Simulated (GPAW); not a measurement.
# AlCu (Pm-3m) in GPAW: reference runs

How does AlCu come out in PBEsol? The cell is run as given and disturbed.

Everything below comes from runs of GPAW 26.7.0. Logs are shortened: lines on timing, memory, paths and dates and some standing lists are left out, and cuts for length are marked. The log counts tension as positive stress, the text compression.

### 1 The structure

The structure is cubic, space group Pm-3m (No. 221). Conventional cell: a = 2.998 Å, b = 2.998 Å, c = 2.998 Å, α = 90.00°, β = 90.00°, γ = 90.00°. Around Cu (site symmetry m-3m) lie 8 Al at 2.60 Å. Around Al (site symmetry m-3m) lie 8 Cu at 2.60 Å.

The cell comes from a database or a generator and needn't be the stable form of this composition.

### 2 Single point, PBEsol

File run.py:

```python
from ase import Atoms
from ase.dft.bandgap import bandgap
from ase.io import write
from ase.units import Bohr, GPa
from gpaw import GPAW, PW, setup_paths
from gpaw.elf import elf_from_dft_calculation

setup_paths.insert(0, '.')

atoms = Atoms(['Cu', 'Al'],
              cell=[[2.997509, 0.0, 0.0],
                    [0.0, 2.997509, 0.0],
                    [0.0, 0.0, 2.997509]],
              scaled_positions=[[0.5, 0.5, 0.5],
                                [0.0, 0.0, 0.0]],
              pbc=True)

calc = GPAW(mode=PW(600),
            xc='PBEsol',
            kpts={'size': (9, 9, 9), 'gamma': True},
            occupations={'name': 'fermi-dirac', 'width': 0.05},
            nbands=17,
            convergence={'density': 1e-05, 'energy': 1e-05},
            maxiter=150,
            txt='gpaw.txt')
atoms.calc = calc
energy = atoms.get_potential_energy()
forces = atoms.get_forces()
stress = atoms.get_stress()
calc.write('gs.gpw')
write('result.traj', atoms)
print(f'Energy: {energy:.6f} eV')
print('Forces (eV/A):')
print(forces.round(4))
print('Stress (GPa):', (stress / GPa).round(3))
print('Fermi level:', round(calc.get_fermi_level(), 4), 'eV')
print(f'Gap: {bandgap(calc)[0]:.4f} eV, direct: {bandgap(calc, direct=True)[0]:.4f} eV')

# fields on the real-space grid
write('density.cube', atoms, data=calc.get_pseudo_density() * Bohr**3)
write('potential.cube', atoms, data=calc.get_electrostatic_potential())
write('elf.cube', atoms, data=elf_from_dft_calculation(calc).data)
```

Potentials or basis: PAW data sets generated in the run's folder for this functional, pw.

Started as:

```console
> gpaw-setup -f PBEsol Al Cu
> OMP_NUM_THREADS=1 python run.py
```

gpaw.txt:

```text
__  _  _
 | _ |_)|_||  |
 |__||  | ||/\| - 26.7.0

Input parameters:
  mode=PW(ecut=600.0),
  convergence={'density': 1e-05, 'energy': 1e-05},
  kpts=MonkhorstPack(size=(9, 9, 9), gamma=True),
  maxiter=150,
  nbands=17,
  occupations=Occupations(name='fermi-dirac', width=0.05),
  xc=XC(name='PBEsol')

Diagonalizing LCAO Hamiltonian
Converting LCAO to pw mode
   .------.
  /|      |
 * |      |
 | | Cu   |
 | .------.
 |/      /
 Al-----*

Atoms  # Å, Bohr magnetons
|   | symbol |        x |        y |        z |    initial magnetic moments |
|---|--------|----------|----------|----------|-----------------------------|
| 0 |     Cu | 1.498754 | 1.498754 | 1.498754 | ( 0.0000,  0.0000,  0.0000) |
| 1 |     Al | 0.000000 | 0.000000 | 0.000000 | ( 0.0000,  0.0000,  0.0000) |

Unit cell  # Å
| periodic |        x |        y |        z |  lengths |    angles |
|----------|----------|----------|----------|----------|-----------|
|      yes | 2.997509 | 0.000000 | 0.000000 | 2.997509 | 90.000000 |
|      yes | 0.000000 | 2.997509 | 0.000000 | 2.997509 | 90.000000 |
|      yes | 0.000000 | 0.000000 | 2.997509 | 2.997509 | 90.000000 |

Number of symmetries: 48
Symmetry operations  # r_c * U_cc + t_c -> r_c
|    | kind |            matrix            |
|----|------|------------------------------|
|  0 |  E   |  1, 0, 0,  0, 1, 0,  0, 0, 1 |
|  1 |  σ   |  1, 0, 0,  0, 1, 0,  0, 0,-1 |
|  2 |  σ   |  1, 0, 0,  0, 0, 1,  0, 1, 0 |
|  3 |  C4  |  1, 0, 0,  0, 0, 1,  0,-1, 0 |
|  4 |  C4  |  1, 0, 0,  0, 0,-1,  0, 1, 0 |
|  5 |  σ   |  1, 0, 0,  0, 0,-1,  0,-1, 0 |
|  6 |  σ   |  1, 0, 0,  0,-1, 0,  0, 0, 1 |
|  7 |  C2  |  1, 0, 0,  0,-1, 0,  0, 0,-1 |
|  8 |  σ   |  0, 1, 0,  1, 0, 0,  0, 0, 1 |
|  9 |  C2  |  0, 1, 0,  1, 0, 0,  0, 0,-1 |
| 10 |  C3  |  0, 1, 0,  0, 0, 1,  1, 0, 0 |
| 11 |  S6  |  0, 1, 0,  0, 0, 1, -1, 0, 0 |
| 12 |  S6  |  0, 1, 0,  0, 0,-1,  1, 0, 0 |
| 13 |  C3  |  0, 1, 0,  0, 0,-1, -1, 0, 0 |
| 14 |  C4  |  0, 1, 0, -1, 0, 0,  0, 0, 1 |
| 15 |  S4  |  0, 1, 0, -1, 0, 0,  0, 0,-1 |
| 16 |  C3  |  0, 0, 1,  1, 0, 0,  0, 1, 0 |
| 17 |  S6  |  0, 0, 1,  1, 0, 0,  0,-1, 0 |
| 18 |  σ   |  0, 0, 1,  0, 1, 0,  1, 0, 0 |
| 19 |  C4  |  0, 0, 1,  0, 1, 0, -1, 0, 0 |
| 20 |  C2  |  0, 0, 1,  0,-1, 0,  1, 0, 0 |
| 21 |  S4  |  0, 0, 1,  0,-1, 0, -1, 0, 0 |
| 22 |  S6  |  0, 0, 1, -1, 0, 0,  0, 1, 0 |
| 23 |  C3  |  0, 0, 1, -1, 0, 0,  0,-1, 0 |
| 24 |  S6  |  0, 0,-1,  1, 0, 0,  0, 1, 0 |
| 25 |  C3  |  0, 0,-1,  1, 0, 0,  0,-1, 0 |
| 26 |  C4  |  0, 0,-1,  0, 1, 0,  1, 0, 0 |
| 27 |  σ   |  0, 0,-1,  0, 1, 0, -1, 0, 0 |
| 28 |  S4  |  0, 0,-1,  0,-1, 0,  1, 0, 0 |
| 29 |  C2  |  0, 0,-1,  0,-1, 0, -1, 0, 0 |
| 30 |  C3  |  0, 0,-1, -1, 0, 0,  0, 1, 0 |
| 31 |  S6  |  0, 0,-1, -1, 0, 0,  0,-1, 0 |
| 32 |  C4  |  0,-1, 0,  1, 0, 0,  0, 0, 1 |
| 33 |  S4  |  0,-1, 0,  1, 0, 0,  0, 0,-1 |
| 34 |  S6  |  0,-1, 0,  0, 0, 1,  1, 0, 0 |
| 35 |  C3  |  0,-1, 0,  0, 0, 1, -1, 0, 0 |
| 36 |  C3  |  0,-1, 0,  0, 0,-1,  1, 0, 0 |
| 37 |  S6  |  0,-1, 0,  0, 0,-1, -1, 0, 0 |
| 38 |  σ   |  0,-1, 0, -1, 0, 0,  0, 0, 1 |
| 39 |  C2  |  0,-1, 0, -1, 0, 0,  0, 0,-1 |
| 40 |  σ   | -1, 0, 0,  0, 1, 0,  0, 0, 1 |
| 41 |  C2  | -1, 0, 0,  0, 1, 0,  0, 0,-1 |
| 42 |  C2  | -1, 0, 0,  0, 0, 1,  0, 1, 0 |
| 43 |  S4  | -1, 0, 0,  0, 0, 1,  0,-1, 0 |
| 44 |  S4  | -1, 0, 0,  0, 0,-1,  0, 1, 0 |
| 45 |  C2  | -1, 0, 0,  0, 0,-1,  0,-1, 0 |
| 46 |  C2  | -1, 0, 0,  0,-1, 0,  0, 0, 1 |
| 47 |  i   | -1, 0, 0,  0,-1, 0,  0, 0,-1 |

BZ-sampling:
  Number of BZ points: 729
  Number of IBZ points: 35

  Monkhorst-Pack size: [9, 9, 9]
  Monkhorst-Pack shift: [0, 0, 0]

K-points  # in reciprocal-cell coordinates
|     |                                coordinates |     weight |
|-----|--------------------------------------------|------------|
|   0 | (  0.00000000,   0.00000000,   0.00000000) | 0.00137174 |
|   1 | (  0.11111111,   0.00000000,   0.00000000) | 0.00823045 |
|   2 | (  0.11111111,   0.11111111,   0.00000000) | 0.01646091 |
|   3 | (  0.11111111,   0.11111111,   0.11111111) | 0.01097394 |
|   4 | (  0.22222222,   0.00000000,   0.00000000) | 0.00823045 |
|   5 | (  0.22222222,   0.11111111,   0.00000000) | 0.03292181 |
|   6 | (  0.22222222,   0.11111111,   0.11111111) | 0.03292181 |
|   7 | (  0.22222222,   0.22222222,   0.00000000) | 0.01646091 |
|   8 | (  0.22222222,   0.22222222,   0.11111111) | 0.03292181 |
|   9 | (  0.22222222,   0.22222222,   0.22222222) | 0.01097394 |
| ... |                                            |            |
|  34 | (  0.44444444,   0.44444444,   0.44444444) | 0.01097394 |

Plane wave coefficients: 922
Cutoff: 600.0 eV

Spin-components: 1 (collinear spins)
Bands:           17
Projectors:      11
Spin-degeneracy: 2
Datatype:        complex128

Parallelization:
  kpt:    1
  domain: 1
  band:   1

Density:
  Valence electrons: 14.0
  Components: 1
  Grid points: [18 18 18]
  Charge: 0.0  # |e|

Potential:
  Grid points: [18 18 18]

species:
  Cu:
    name:    Copper
    Z:       29.0
    valence: 11
    core:    18
    charge:  0.0  # [|e|]
    compensation charges:
      type: gauss
      rc: 0.33  # [Å]
      lmax: 2
    cutoffs:
      filter: 2.06  # [Å]
      core: 2.43  # [Å]
    projectors
    | kind |    occ | energy [eV] | rcut [Å] |
    |------|--------|-------------|----------|
    |   4s |  1.000 |      -4.607 |    1.164 |
    |   4p |  0.000 |      -0.637 |    1.164 |
    |   3d | 10.000 |      -5.060 |    1.058 |
    |    s |        |      22.604 |    1.164 |
    |    p |        |      26.574 |    1.164 |
    |    d |        |      22.151 |    1.058 |

    Using partial waves for Cu as LCAO basis

  Al:
    name:    Aluminium
    Z:       13.0
    valence: 3
    core:    10
    charge:  0.0  # [|e|]
    compensation charges:
      type: gauss
      rc: 0.34  # [Å]
      lmax: 2
    cutoffs:
      filter: 1.91  # [Å]
      core: 2.36  # [Å]
    projectors
    | kind |    occ | energy [eV] | rcut [Å] |
    |------|--------|-------------|----------|
    |   3s |  2.000 |      -7.715 |    1.085 |
    |   3p |  1.000 |      -2.689 |    1.085 |
    |    s |        |      19.497 |    1.085 |
    |    p |        |      24.522 |    1.085 |
    |    d |        |       0.000 |    1.085 |

    Using partial waves for Al as LCAO basis

Reference energy: -51574.608217  # eV

eigensolver:
  PPCG
  Converge bands: occupied
  niter=2

density mixing:
  MSR1-Mixer
  Pratt-step length: 0.05
  Maximum mixing coefficient: 0.75
  Old densities: 10
  SVD Regularization: 0.005
  Good broyden scale: 1.0
  Trust region scale: 1.0
  Backstep threshold: 4.0
  History deletion threshold: 6.0
  Fourier metric: weight=20.0, sigma=0.015

occupation numbers:
  Fermi-Dirac:
    width: 0.0500  # eV

poisson solver:
  ecut: 4800.0  # eV

xc functional:
  name: PBEsol with 2 nearest neighbor stencil

convergence criteria:
- Maximum integral of absolute [dens]ity change: 1e-05 electrons / valence electron
- Maximum [total energy] change in last 3 cyles: 1e-05 eV / valence electron
- Maximum integral of absolute [eigenst]ate change: 4e-08 eV^2 / valence electron
maximum number of iterations: 150

SCF iterations
|iter     | |      energy | eigst |  dens |
|---------|-|-------------|-------|-------|
|iter:   1| |  -10.810838 | +0.38 |       |
|iter:   2| |   -9.561754 | -1.89 | -0.73 |
|iter:   3| |   -8.675991 | -1.48 | -0.90 |
|iter:   4| |   -8.630745 | -3.06 | -1.33 |
|iter:   5| |   -8.604771 | -2.92 | -1.53 |
|iter:   6| |   -8.603532 | -4.38 | -2.49 |
|iter:   7| |   -8.603515 | -4.86 | -2.92 |
|iter:   8| |   -8.603511c| -6.14 | -3.43 |
|iter:   9| |   -8.603511c| -7.37 | -4.24 |
|iter:  10| |   -8.603511c| -7.59c| -4.80 |
|iter:  11| |   -8.603511c| -8.52c| -5.32c|

Converged in 11 steps
Energy contributions relative to reference atoms: (reference = -51574.608217)

Energy contributions:
  Kinetic:         -13.631703
  Coulomb:          12.512821
  Zero:              0.060438
  External:          0.000000
  Xc:               -7.541347
  Entropy:          -0.007442
  Spinorbit:         0.000000
  ----------------------------
  Free energy:      -8.607232
  Extrapolated:     -8.603511

dipole moment: (-5.133938, -5.133938, -5.133938)  # |e|*Ang

Fermi level: 8.566
Eigenvalues  # (at kpt = [0.000, 0.000, 0.000])
| band index |      eig [eV] | occ [0-2] |
|------------|---------------|-----------|
|          0 |        -2.843 |     2.000 |
|          1 |         3.761 |     2.000 |
|          2 |         3.761 |     2.000 |
|          3 |         4.774 |     2.000 |
|          4 |         4.774 |     2.000 |
|          5 |         4.774 |     2.000 |
|          6 |        12.480 |     0.000 |
|          7 |        12.480 |     0.000 |
|          8 |        12.480 |     0.000 |
|          9 |        14.980 |     0.000 |
|         10 |        14.980 |     0.000 |
|         11 |        18.621 |     0.000 |
|         12 |        27.065 |     0.000 |
|         13 |        27.065 |     0.000 |
|        ... |               |           |
|         16 |        29.364 |     0.000 |

No gap
No difference between direct/indirect transitions

Forces  # eV/Ang
|        x |        y |       z |
|----------|----------|---------|
| -0.00000 | -0.00000 | 0.00000 |  # Cu   0
|  0.00000 | -0.00000 | 0.00000 |  # Al   1

Stress tensor  # eV/Ang^3
|        x |        y |        z |
|----------|----------|----------|
| 0.023918 | 0.000000 | 0.000000 |
| 0.000000 | 0.023918 | 0.000000 |
| 0.000000 | 0.000000 | 0.023918 |

# Writing to gs.gpw (mode='')
```

Run time: 18 s. Hardware: 1 thread of Arm Neoverse V1, shared host; peak memory 0.14 GiB.

Results:

```yaml
Free_energy: -8.6072 eV
Pressure: -3.8 GPa
Band_gap_on_the_k_mesh: none (metal or under the smearing width)
```

Caveat: with this Cu data set, volumes or pressures lay over 1.5 % or 2 GPa off other programs in two to four cells of ten.

### 3 Single point, PBEsol (atoms moved at random, drawn with an rms of 0.05 Å)

run.py: that of step 2 with these lines changed.

```diff
@@ -3,5 +3,4 @@
 from ase.io import write
-from ase.units import Bohr, GPa
+from ase.units import GPa
 from gpaw import GPAW, PW, setup_paths
-from gpaw.elf import elf_from_dft_calculation
 
@@ -13,4 +12,4 @@
                     [0.0, 0.0, 2.997509]],
-              scaled_positions=[[0.5, 0.5, 0.5],
-                                [0.0, 0.0, 0.0]],
+              scaled_positions=[[0.506505, 0.492726, 0.490862],
+                                [0.005217, -0.011684, -0.005622]],
               pbc=True)
@@ -37,6 +36 @@
 print(f'Gap: {bandgap(calc)[0]:.4f} eV, direct: {bandgap(calc, direct=True)[0]:.4f} eV')
-
-# fields on the real-space grid
-write('density.cube', atoms, data=calc.get_pseudo_density() * Bohr**3)
-write('potential.cube', atoms, data=calc.get_electrostatic_potential())
-write('elf.cube', atoms, data=elf_from_dft_calculation(calc).data)
```

Potentials or basis: PAW data sets generated in the run's folder for this functional, pw.

Started as:

```console
> gpaw-setup -f PBEsol Al Cu
> OMP_NUM_THREADS=1 python run.py
```

gpaw.txt:

```text
__  _  _
 | _ |_)|_||  |
 |__||  | ||/\| - 26.7.0

Input parameters:
  mode=PW(ecut=600.0),
  convergence={'density': 1e-05, 'energy': 1e-05},
  kpts=MonkhorstPack(size=(9, 9, 9), gamma=True),
  maxiter=150,
  nbands=17,
  occupations=Occupations(name='fermi-dirac', width=0.05),
  xc=XC(name='PBEsol')

Diagonalizing LCAO Hamiltonian
Converting LCAO to pw mode
   Al-----.
  /|      |
 * |      |
 | |  Cu  |
 | .------.
 |/      /
 *------*

Atoms  # Å, Bohr magnetons
|   | symbol |        x |         y |         z |    initial magnetic moments |
|---|--------|----------|-----------|-----------|-----------------------------|
| 0 |     Cu | 1.518253 |  1.476951 |  1.471363 | ( 0.0000,  0.0000,  0.0000) |
| 1 |     Al | 0.015638 | -0.035023 | -0.016852 | ( 0.0000,  0.0000,  0.0000) |

Unit cell  # Å
| periodic |        x |        y |        z |  lengths |    angles |
|----------|----------|----------|----------|----------|-----------|
|      yes | 2.997509 | 0.000000 | 0.000000 | 2.997509 | 90.000000 |
[... 163 lines left out ...]
  Xc:               -7.542387
  Entropy:          -0.007442
  Spinorbit:         0.000000
  ----------------------------
  Free energy:      -8.606660
  Extrapolated:     -8.602939

dipole moment: (-5.035641, 4.930810, 5.023037)  # |e|*Ang

Fermi level: 8.566
Eigenvalues  # (at kpt = [0.000, 0.000, 0.000])
| band index |      eig [eV] | occ [0-2] |
|------------|---------------|-----------|
|          0 |        -2.843 |     2.000 |
|          1 |         3.760 |     2.000 |
|          2 |         3.760 |     2.000 |
|          3 |         4.773 |     2.000 |
|          4 |         4.773 |     2.000 |
|          5 |         4.773 |     2.000 |
|          6 |        12.480 |     0.000 |
|          7 |        12.480 |     0.000 |
|          8 |        12.481 |     0.000 |
|          9 |        14.980 |     0.000 |
|         10 |        14.980 |     0.000 |
|         11 |        18.620 |     0.000 |
|         12 |        27.064 |     0.000 |
|         13 |        27.064 |     0.000 |
|        ... |               |           |
|         16 |        29.365 |     0.000 |

No gap
No difference between direct/indirect transitions

Forces  # eV/Ang
|        x |        y |        z |
|----------|----------|----------|
| -0.01470 | -0.05032 |  0.04011 |  # Cu   0
|  0.01470 |  0.05031 | -0.04012 |  # Al   1

Stress tensor  # eV/Ang^3
|         x |         y |        z |
|-----------|-----------|----------|
|  0.023813 | -0.000036 | 0.000029 |
| -0.000036 |  0.023848 | 0.000099 |
|  0.000029 |  0.000099 | 0.023834 |

# Writing to gs.gpw (mode='')
```

stdout:

```text
Energy: -8.602939 eV
Forces (eV/A):
[[-0.0147 -0.0503  0.0401]
 [ 0.0147  0.0503 -0.0401]]
Stress (GPa): [ 3.815  3.821  3.819  0.016  0.005 -0.006]
Fermi level: 8.5655 eV
Gap: 0.0000 eV, direct: 0.0000 eV
```

It took 2.1 min on 1 thread of Arm Neoverse V1, shared host; peak memory 0.29 GiB.

What came out:

| Property | Result |
| --- | --- |
| Free energy | -8.6067 eV |
| Pressure | -3.8 GPa |
| Largest force | 0.066 eV/Å |
| Band gap on the k mesh | none (metal or under the smearing width) |

Forces on the atoms (eV/Å):
```
Cu  -0.015 -0.050  0.040
Al   0.015  0.050 -0.040
```

Caveat: with this Cu data set, volumes or pressures lay over 1.5 % or 2 GPa off other programs in two to four cells of ten.

### 4 Equation of state, PBEsol

File run.py:

```python
from ase import Atoms
from ase.eos import EquationOfState
from ase.io import Trajectory
from ase.units import GPa
from gpaw import GPAW, PW, setup_paths

setup_paths.insert(0, '.')

atoms = Atoms(['Cu', 'Al'],
              cell=[[2.997509, 0.0, 0.0],
                    [0.0, 2.997509, 0.0],
                    [0.0, 0.0, 2.997509]],
              scaled_positions=[[0.5, 0.5, 0.5],
                                [0.0, 0.0, 0.0]],
              pbc=True)

traj = Trajectory('eos.traj', 'w')
volumes, energies = [], []
for x in [0.94, 0.96, 0.98, 1.0, 1.02, 1.04, 1.06]:
    a = atoms.copy()
    a.set_cell(atoms.cell * x**(1 / 3), scale_atoms=True)
    calc = GPAW(mode=PW(600),
                xc='PBEsol',
                kpts={'size': (9, 9, 9), 'gamma': True},
                occupations={'name': 'fermi-dirac', 'width': 0.05},
                nbands=17,
                convergence={'density': 1e-05, 'energy': 1e-05},
                maxiter=150,
                txt=f'eos-{x:.2f}.txt')
    a.calc = calc
    energies.append(a.get_potential_energy(force_consistent=True))
    volumes.append(a.get_volume())
    p = -a.get_stress()[:3].mean() / GPa
    calc.write(f'eos-{x:.2f}.gpw')
    traj.write(a)
    print(f'{x:.2f} {volumes[-1]:10.4f} A^3 {energies[-1]:14.6f} eV {p:9.3f} GPa', flush=True)

v0, e0, B = EquationOfState(volumes, energies, eos='birchmurnaghan').fit()
print(f'V0 = {v0:.4f} A^3, E0 = {e0:.6f} eV, B0 = {B / GPa:.2f} GPa')
```

Started as:

```console
> gpaw-setup -f PBEsol Al Cu
> OMP_NUM_THREADS=1 python run.py
```

Wall time 96 s (1 thread of Arm Neoverse V1, shared host); peak memory 0.19 GiB.

The run converged. Its results:

| Item | Value |
| --- | --- |
| Equilibrium volume | 13.04 Å³/atom |
| Bulk modulus | 125 GPa |
| Pressure derivative of the bulk modulus | 4.8 |

Energy against volume, from the lowest point:
| volume (Å³/atom) | energy (meV/atom) |
| --- | --- |
| 12.658 | 4.16 |
| 12.928 | 0.00 |
| 13.197 | 0.39 |
| 13.466 | 4.82 |
| 13.736 | 12.81 |
| 14.005 | 23.98 |
| 14.274 | 37.95 |

Caveat: with this Cu data set, volumes or pressures lay over 1.5 % or 2 GPa off other programs in two to four cells of ten.

### 5 Summary

| task | cell | gap on the mesh (eV) | pressure (GPa) |
| --- | --- | --- | --- |
| single point | as given | none | -3.8 |
| single point | atoms moved at random, drawn with an rms of 0.05 Å | none | -3.8 |
| equation of state | as given | - | - |

Alike in all rows: level PBEsol; potentials or basis PAW data sets generated in the run's folder for this functional, pw; no spin polarisation; k mesh 9 × 9 × 9; cutoff (eV) 600; smearing fermi-dirac 0.05 eV.

Caveats: with this Cu data set, volumes or pressures lay over 1.5 % or 2 GPa off other programs in two to four cells of ten.

Absolute energies hang on the potentials; compare differences alone.
